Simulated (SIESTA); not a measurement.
SiC (Moissanite 6H):

```
CELL_PARAMETERS angstrom
3.09500 0.00000 0.00000
-1.54750 2.68035 0.00000
0.00000 0.00000 15.17000
ATOMIC_POSITIONS crystal
Si 0.66667 0.33333 0.45830
Si 0.33333 0.66667 0.95830
Si 0.66667 0.33333 0.79170
Si 0.33333 0.66667 0.29170
Si 0.00000 0.00000 0.62500
Si 0.00000 0.00000 0.12500
C 0.66667 0.33333 0.33330
C 0.33333 0.66667 0.83330
C 0.66667 0.33333 0.66670
C 0.33333 0.66667 0.16670
C 0.00000 0.00000 0.50000
C 0.00000 0.00000 0.00000
```

Base run:

- Program: SIESTA 5.4.2
- Functional: PBE
- Potentials or basis: PseudoDojo 0.4 standard (PBE files)
- Basis: DZ (energy shift 0.003 Ry)
- Grid cutoff: 500 Ry
- Energy shift: 0.003 Ry
- k mesh: 10 × 10 × 2
- Occupations: fermi-dirac, width 0.05 eV
- Spin: no spin polarisation

Its results: band gap on the k mesh 2.19 eV, indirect (least direct gap 3.75 eV); pressure 20.3 GPa; largest force 0.121 eV/Å.

The run is repeated on the same cell with these changes: basis from DZ (energy shift 0.003 Ry) to TZP (energy shift 0.003 Ry). What comes out?

Band gap on the k mesh 2.03 eV, indirect (least direct gap 3.12 eV); pressure 3.3 GPa; largest force 0.140 eV/Å.

Caveats: the basis of atomic orbitals isn't converged, which shifts pressures, moduli and gaps; the basis has no polarisation orbitals (some runs); so large a pressure means that the cell lies far from this level's equilibrium, or that cutoff or potentials fall short (some runs).
